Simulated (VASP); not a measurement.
# Ni (Fm-3m) in VASP: further runs, part 2 of 2

VASP 6.6.1. The steps go on from the part before.

### Step 3. Relaxation of cell and atoms, LDA, collinear spin, ferromagnetic start

This run uses another cell than the first one, of 10.02 Å³/atom, 0.916 times its volume.

The input, INCAR:

```
SYSTEM = Ni
  PREC = Accurate
  ENCUT = 350
  EDIFF = 1E-7
  ISMEAR = 0
  SIGMA = 0.1
  LREAL = .FALSE.
  LASPH = .TRUE.
  NELM = 150
  ALGO = Fast
  ISIF = 3
  LWAVE = .FALSE.
  LCHARG = .FALSE.
  ISPIN = 2
  MAGMOM = 0.8
  LORBIT = 11
  LMAXMIX = 4
  IBRION = 2
  NSW = 80
  EDIFFG = -0.002
```

The input, KPOINTS:

```
regular mesh
0
G
  10 10 10
  0 0 0
```

The input, POSCAR:

```
Ni                                      
1.0
    0.0000000000      1.7111110170      1.7111110170
    1.7111110170     -0.0000000000      1.7111110170
    1.7111110170      1.7111110170      0.0000000000
  Ni            
     1
Direct
     0.0000000000000000    0.0000000000000000    0.0000000000000000
```

Potentials or basis: VASP PAW LDA potentials, release 64 (Ni).

Run with:

```console
$ cat potpaw_LDA.64/Ni/POTCAR > POTCAR
$ mpirun -np 1 vasp_std > vasp.out
```

OUTCAR:

```text
SYSTEM = Ni
   PREC = Accurate
   ENCUT = 350
   EDIFF = 1E-7
   ISMEAR = 0
   LREAL = .FALSE.
   LASPH = .TRUE.
   NELM = 150
   ISIF = 3
   ISPIN = 2
   LORBIT = 11
   IBRION = 2
   NSW = 80
   EDIFFG = -0.002

 ion  position               nearest neighbor table
   1  0.000  0.000  0.000-

  LATTYP: Found a face centered cubic cell.
 ALAT       =     3.4222220340

  Lattice vectors:

 A1 = (   0.0000000000,   1.7111110170,   1.7111110170)
 A2 = (   1.7111110170,   0.0000000000,   1.7111110170)
 A3 = (   1.7111110170,   1.7111110170,   0.0000000000)

Analysis of symmetry for initial positions (statically):
=====================================================================
 Subroutine PRICEL returns:
 Original cell was already a primitive cell.

 Routine SETGRP: Setting up the symmetry group for a
 face centered cubic supercell.

 Subroutine GETGRP returns: Found 48 space group operations
 (whereof 48 operations were pure point group operations)
 out of a pool of 48 trial point group operations.

The static configuration has the point symmetry O_h .

Analysis of symmetry for dynamics (positions and initial velocities):
=====================================================================
 Subroutine PRICEL returns:
 Original cell was already a primitive cell.

 Routine SETGRP: Setting up the symmetry group for a
 face centered cubic supercell.

 Subroutine GETGRP returns: Found 48 space group operations
 (whereof 48 operations were pure point group operations)
 out of a pool of 48 trial point group operations.

The dynamic configuration has the point symmetry O_h .

Analysis of structural, dynamic, and magnetic symmetry:
=====================================================================
 Subroutine PRICEL returns:
 Original cell was already a primitive cell.

 Routine SETGRP: Setting up the symmetry group for a
 face centered cubic supercell.

 Subroutine GETGRP returns: Found 48 space group operations
 (whereof 48 operations were pure point group operations)
 out of a pool of 48 trial point group operations.

The overall configuration has the point symmetry O_h .
[... 138 lines left out ...]

 number of electron      10.0000000 magnetization       0.8000000

 number of electron       9.9999992 magnetization       0.6496530

 Free energy of the ion-electron system (eV)
  ---------------------------------------------------
  ext. energy  EPLUGINS =         0.00000000
  ---------------------------------------------------
  free energy    TOTEN  =        -6.58680354 eV

  energy without entropy =       -6.57808268  energy(sigma->0) =       -6.58244311

------------------------ aborting loop because EDIFF is reached ----------------------------------------

  FORCE on cell =-STRESS in cart. coord.  units (eV):
  Direction    XX          YY          ZZ          XY          YZ          ZX
  --------------------------------------------------------------------------------------
  -------------------------------------------------------------------------------------
  Total        0.0136784      0.0136784      0.0136784      0.0000000      0.0000000     -0.0000000
  in kB        2.1871612      2.1871612      2.1871612      0.0000000      0.0000000     -0.0000000
  external PRESSURE =       2.1871612 kB  Pullay stress =       0.0000000 kB
[... 127 lines left out ...]
--------------------------------------- Ionic step        5  -------------------------------------------

 number of electron       9.9999991 magnetization       0.6499073

 Free energy of the ion-electron system (eV)
  ---------------------------------------------------
  ext. energy  EPLUGINS =         0.00000000
  ---------------------------------------------------
  free energy    TOTEN  =        -6.58680774 eV

  energy without entropy =       -6.57807883  energy(sigma->0) =       -6.58244329

 E-fermi :  10.2658     XC(G=0): -14.1058

 val. band max:       10.2483887441   @ k =   0.5000   0.3000   0.1000
 cond. band min:      10.2717298036   @ k =   0.4000   0.0000   0.0000
 fundamental gap:      0.0233410596
 Fermi energy:        10.2657513440

 spin component 1

 k-point     1 :       0.0000    0.0000    0.0000
  band No.  band energies     occupation
      1       0.6720      1.00000
      2       7.6541      1.00000
      3       7.6541      1.00000
      4       7.6541      1.00000
      5       8.9572      1.00000
      6       8.9572      1.00000
      7      34.7039      0.00000
      8      39.1125      0.00000
      9      39.1125      0.00000
[... 265 lines left out ...]
 k-point    24 :       0.4000    0.3000    0.0000
  band No.  band energies     occupation
      1       5.1780      1.00000
      2       6.1055      1.00000
      3       8.4333      1.00000
      4       9.0896      1.00000
      5       9.7110      1.00000
      6      10.3785      0.05547
      7      24.9874      0.00000
      8      26.1997      0.00000
      9      28.0251      0.00000

 [... further k-points ...]

 spin component 2

 k-point     1 :       0.0000    0.0000    0.0000
  band No.  band energies     occupation
      1       0.7302      1.00000
      2       8.3149      1.00000
      3       8.3149      1.00000
      4       8.3149      1.00000
      5       9.5662      1.00000
      6       9.5662      1.00000
      7      34.7008      0.00000
      8      39.1721      0.00000
      9      39.1721      0.00000
[... 304 lines left out ...]
  FREE ENERGIE OF THE ION-ELECTRON SYSTEM (eV)
  ---------------------------------------------------
  free  energy   TOTEN  =        -6.5868077416 eV

  energy  without entropy=       -6.5780788312  energy(sigma->0) =       -6.58244329

 reached required accuracy - stopping structural energy minimisation

 total charge

# of ion       s       p       d       tot
------------------------------------------
    1        0.537   0.575   8.357   9.468

 magnetization (x)

# of ion       s       p       d       tot
------------------------------------------
    1       -0.003  -0.017   0.670   0.649
```

OSZICAR:

```text
N       E                     dE             d eps       ncg     rms          rms(c)
DAV:   1     0.141131113443E+02    0.14113E+02   -0.38212E+03  1812   0.109E+03
DAV:   2    -0.745659543466E+01   -0.21570E+02   -0.20820E+02  1722   0.141E+02
[... 38 lines left out ...]
       N       E                     dE             d eps       ncg     rms          rms(c)
DAV:   1    -0.658681155236E+01   -0.42484E-05   -0.59518E-05  1905   0.136E-01    0.164E-02
RMM:   2    -0.658680871874E+01    0.28336E-05   -0.12912E-05  1692   0.621E-02    0.873E-03
RMM:   3    -0.658680785256E+01    0.86618E-06   -0.19347E-06  1589   0.264E-02    0.312E-03
RMM:   4    -0.658680774756E+01    0.10501E-06   -0.34965E-08  1003   0.219E-03    0.140E-03
RMM:   5    -0.658680774158E+01    0.59817E-08   -0.10625E-08   966   0.167E-03
   5 F= -.65868077E+01 E0= -.65824433E+01  d E =-.419878E-05  mag=     0.6499
```

CONTCAR:

```text
Ni
   1.00000000000000
     0.0000000000000000    1.7114603997581677    1.7114603997581677
     1.7114603997581677    0.0000000000000000    1.7114603997581677
     1.7114603997581677    1.7114603997581677   -0.0000000000000000
  Ni
     1
Direct
     0.0000000000000000    0.0000000000000000    0.0000000000000000

  0.00000000E+00  0.00000000E+00  0.00000000E+00
```

It took 11 s on 1 thread of Intel Xeon Platinum 8488C (Sapphire Rapids), shared host; peak memory 0.11 GiB.

What came out:

* Free energy: -6.5868 eV
* Relaxed volume: 10.03 Å³/atom
* Relaxed cell: a = 2.420 Å, b = 2.420 Å, c = 2.420 Å, α = 60.00°, β = 60.00°, γ = 60.00°
* Space group after relaxing (to 0.05 Å): Fm-3m (No. 225)
* Energy gained by relaxing: 0.0 meV/atom
* Ionic steps: 5
* Pressure after relaxing: 0.0 GPa
* Band gap on the k mesh: none (metal or under the smearing width)
* Net moment: 0.65 μB per cell
* Site moments: Ni +0.65 μB
* Valence electrons inside the program's atomic spheres: Ni 9.47

Final structure:
```yaml
crystal:
  lattice:
    - [0.00000, 1.71146, 1.71146]
    - [1.71146, 0.00000, 1.71146]
    - [1.71146, 1.71146, 0.00000]
  atoms:
    - { symbol: Ni, position: [0.00000, 0.00000, 0.00000] }
```
